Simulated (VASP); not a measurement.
Set up this calculation in VASP 6.6.1, as the native input.

| Quantity | Value |
| --- | --- |
| Task | band structure |
| Functional | TB-mBJ |
| Potentials or basis | VASP PAW PBE potentials, release 64 (C) |
| Cutoff | 520 eV |
| k mesh | 14 × 14 × 14 |
| Occupations | gaussian, width 0.03 eV |
| Spin | no spin polarisation |
| Further INCAR settings | ALGO = Normal; EDIFF = 1e-06; NBANDS = 11 |

Crystal: C.

```xyz
2
Lattice="0.0000 1.7775 1.7775 1.7775 0.0000 1.7775 1.7775 1.7775 0.0000" Properties=species:S:1:pos:R:3 pbc="T T T"
C     0.0000    0.0000    0.0000
C     0.8887    0.8887    0.8887
```

This isn't the form of C at room conditions, which is graphite.

These files were run (other wordings do the same):

POSCAR

```
C                                       
1.0
    0.0000000000      1.7774542777      1.7774542777
    1.7774542777      0.0000000000      1.7774542777
    1.7774542777      1.7774542777      0.0000000000
  C             
     2
Direct
     0.0000000000000000    0.0000000000000000    0.0000000000000000
     0.2500000000000000    0.2500000000000000    0.2500000000000000
```

INCAR.step1

```
PREC = Accurate
ENCUT = 520
EDIFF = 1E-5
ISMEAR = 0
SIGMA = 0.03
LREAL = F
LASPH = T
NELM = 80
ALGO = Normal
ISIF = 2
LWAVE = T
LCHARG = F
NBANDS = 11
GGA = PE
```

INCAR.step2

```
PREC = Accurate
ENCUT = 520
EDIFF = 1E-6
ISMEAR = 0
SIGMA = 0.03
LREAL = F
LASPH = T
NELM = 80
ALGO = Normal
ISIF = 2
LWAVE = F
LCHARG = F
METAGGA = MBJ
NBANDS = 11
ISTART = 1
```

KPOINTS

```
Automatic mesh
0
Gamma
  14 14 14
```

KPOINTS_OPT

```
explicit points
159
Reciprocal
 0.0000000000  0.0000000000  0.0000000000 1
 0.0357142857  0.0000000000  0.0357142857 1
 0.0714285714  0.0000000000  0.0714285714 1
 0.1071428571  0.0000000000  0.1071428571 1
 0.1428571429  0.0000000000  0.1428571429 1
 0.1785714286  0.0000000000  0.1785714286 1
[... 151 lines left out ...]
 0.4250000000  0.0000000000  0.4250000000 1
 0.4500000000  0.0000000000  0.4500000000 1
```

Potentials or basis: VASP PAW PBE potentials, release 64 (C).

Command:

```console
$ cat potpaw_PBE.64/C/POTCAR > POTCAR
$ cp INCAR.step1 INCAR
$ mpirun -np 1 vasp_std > vasp.out
$ cp INCAR.step2 INCAR
$ mpirun -np 1 vasp_std > vasp.out
```

It gave:

```yaml
Band_gap_on_the_k_mesh: 4.97 eV, indirect (least direct gap 6.65 eV)
Band_gap_along_the_path: 4.97 eV, indirect (least direct gap 6.65 eV)
```

Run time: 36 s on 1 thread of AMD EPYC 9R45 96-Core Processor (Zen 5) (shared host), peak memory 0.1 GiB.
